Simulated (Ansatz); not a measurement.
**AlN (F-43m): how far a G0W0 gap depends on its settings**

How well converged is a G0W0 gap of AlN in the zincblende structure?

Code: Ansatz 0.2.0. G0W0, plane waves. The values are computed, spin-unpolarised, and not measurements.

### Step 1. The cell

The cell was relaxed beforehand with r2SCAN.

It is cubic, F-43m (No. 216); conventional cell a = 4.370 Å, 10.43 Å³ an atom. Around Al lie 4 N at 1.89 Å; around N lie 4 Al at 1.89 Å.

As a file:

```
CELL_PARAMETERS angstrom
0.00000 2.18488 2.18488
2.18488 0.00000 2.18488
2.18488 2.18488 0.00000
ATOMIC_POSITIONS crystal
Al 0.00000 0.00000 0.00000
N 0.25000 0.25000 0.25000
```

### Step 2. 33 empty bands, 80 eV

Contents of input.yaml:

```yaml
crystal:
  lattice:
    - [0.0, 2.1848764218, 2.1848764218]
    - [2.1848764218, 0.0, 2.1848764218]
    - [2.1848764218, 2.1848764218, 0.0]
  atoms:
    - { symbol: Al, position: [0.0, 0.0, 0.0] }
    - { symbol: "N", position: [0.25, 0.25, 0.25] }
kpoints:
  mp_grid: { grid: [6, 6, 6] }
hamiltonian:
  xc: pbe
scf:
  occupations: { method: fixed }
gw:
  n_empty_bands: 33
  ecut_chi: 80
  qp_bands: [v2, c2]
  qp_kpoints: band_edges
  screening: { model: contour_deformation }
```

Run with:

```console
> ansatz run input.yaml --threads 2 --pin off --max-ram 3686MiB --backend cpu --events-out ev --progress --plain --runs-dir out
```

### Step 3. 78 empty bands, 140 eV

Changes to input.yaml since step 2:

```diff
@@ -15,4 +15,4 @@
 gw:
-  n_empty_bands: 33
-  ecut_chi: 80
+  n_empty_bands: 78
+  ecut_chi: 140
   qp_bands: [v2, c2]
```

### Step 4. 144 empty bands, 210 eV

Changes to input.yaml since step 3:

```diff
@@ -15,4 +15,4 @@
 gw:
-  n_empty_bands: 78
-  ecut_chi: 140
+  n_empty_bands: 144
+  ecut_chi: 210
   qp_bands: [v2, c2]
```

### Step 5. Starting from HSE06

Changes to input.yaml since step 4:

```diff
@@ -11,3 +11,3 @@
 hamiltonian:
-  xc: pbe
+  xc: hse06
 scf:
@@ -15,4 +15,4 @@
 gw:
-  n_empty_bands: 144
-  ecut_chi: 210
+  n_empty_bands: 78
+  ecut_chi: 140
   qp_bands: [v2, c2]
```

### Step 6. Starting from LDA

Changes to input.yaml since step 5:

```diff
@@ -11,3 +11,3 @@
 hamiltonian:
-  xc: hse06
+  xc: lda
 scf:
```

### Step 7. Starting from r2SCAN

Changes to input.yaml since step 6:

```diff
@@ -11,3 +11,3 @@
 hamiltonian:
-  xc: lda
+  xc: r2scan
 scf:
```

### Step 8. A plasmon pole in place of the full frequency dependence

Changes to input.yaml since step 7:

```diff
@@ -11,3 +11,3 @@
 hamiltonian:
-  xc: r2scan
+  xc: pbe
 scf:
@@ -19,2 +19,2 @@
   qp_kpoints: band_edges
-  screening: { model: contour_deformation }
+  screening: { model: godby_needs }
```

### Step 9. A finer mesh, 8×8×8

Changes to input.yaml since step 8:

```diff
@@ -9,3 +9,3 @@
 kpoints:
-  mp_grid: { grid: [6, 6, 6] }
+  mp_grid: { grid: [8, 8, 8] }
 hamiltonian:
@@ -15,6 +15,6 @@
 gw:
-  n_empty_bands: 78
-  ecut_chi: 140
+  n_empty_bands: 33
+  ecut_chi: 80
   qp_bands: [v2, c2]
   qp_kpoints: band_edges
-  screening: { model: godby_needs }
+  screening: { model: contour_deformation }
```

### Step 10. Norm-conserving pseudopotentials

Changes to input.yaml since step 9:

```diff
@@ -9,5 +9,6 @@
 kpoints:
-  mp_grid: { grid: [8, 8, 8] }
+  mp_grid: { grid: [6, 6, 6] }
 hamiltonian:
   xc: pbe
+  pseudopotentials: { kind: nc }
 scf:
@@ -15,4 +16,4 @@
 gw:
-  n_empty_bands: 33
-  ecut_chi: 80
+  n_empty_bands: 78
+  ecut_chi: 140
   qp_bands: [v2, c2]
```

Before running it: what results should come out? Wanted: for each run, start; potentials; frequencies; empty bands; cutoff; Kohn-Sham gap; G0W0 gap.

The runs gave:

```
 start  potentials  frequencies  empty bands  cutoff (eV)   mesh  Kohn-Sham gap (eV)  G0W0 gap (eV)
   PBE         PAW         full           33           80  6×6×6                3.32           4.40
   PBE         PAW         full           78          140  6×6×6                3.32           4.65
   PBE         PAW         full          144          210  6×6×6                3.32           4.79
 HSE06         PAW         full           78          140  6×6×6                4.55           5.26
   LDA         PAW         full           78          140  6×6×6                3.24           4.71
r2SCAN         PAW         full           78          140  6×6×6                3.94           4.95
   PBE         PAW         pole           78          140  6×6×6                3.32           4.58
   PBE         PAW         full           33           80  8×8×8                3.33           4.40
   PBE          NC         full           78          140  6×6×6                3.31           4.64
```

Gaps are those on each run's own mesh.

With bands and cutoff raised together, from 33 bands at 80 eV to 144 at 210 eV, the gap moves by +0.39 eV, and on the last rung by +0.15 eV; extrapolated in 1/N from the last two rungs, the limit on this k mesh would lie near 5.0 eV. The starting point matters: against PBE, HSE06 gives +0.62 eV, LDA gives +0.06 eV, r2SCAN gives +0.30 eV. The plasmon pole changes the gap by -0.066 eV. Norm-conserving potentials change it by -0.002 eV. On the finer mesh the quasiparticle shift is +1.07 eV, against +1.08 eV on the coarse one.
